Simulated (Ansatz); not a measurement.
# Which state of NbN comes out lowest in this cell?

We look at NbN: a measured crystal structure (space group Fm-3m, primitive cell doubled), with 4 atoms per cell. Source: COD entry 1011319; it may be a high-temperature, high-pressure or metastable form.

```
Nb N
1.0
     4.41000    2.20500    2.20500
     2.20500    4.41000    2.20500
     2.20500    2.20500    4.41000
Nb N
2 2
Direct
  0.00000 0.00000 0.00000
  0.50000 0.50000 0.50000
  0.25000 0.25000 0.25000
  0.75000 0.75000 0.75000
```

Numbers behind element symbols give the atom's place in this list.

Theory: DFT, r2SCAN, PAW, plane waves, scalar-relativistic (Ansatz).

```yaml
Plane-wave_cutoff: 500 eV
k-point_mesh: 7×7×7 (Γ-centred)
Occupations: Fermi–Dirac smearing, 0.05 eV
Valence_electrons: 36
```

Orders that need a larger cell or non-collinear spins weren't tried.

Plain SCF: the run stops at the first self-consistent solution.

**Question.** Predict the lowest-energy solution among 5 converged runs.

**Answer.** Non-magnetic, no gap on the k-mesh.

Launched as:
```sh
ansatz run input.yaml --threads 2 --pin off --max-ram 5120MiB --backend cpu --events-out ev --progress --plain --runs-dir out
```

Machine: 2 threads of Intel(R) Xeon(R) Processor @ 2.50GHz (Skylake/Cascade Lake), on a shared host.

**Question.** Estimate the wall time and peak memory of the run “opposed moments +-, plain SCF [Nb1 1.00, Nb2 -1.00 μB]” on this machine.

**Answer.** 25 s, 0.51 GiB (19 iterations, 44 k-points after symmetry).
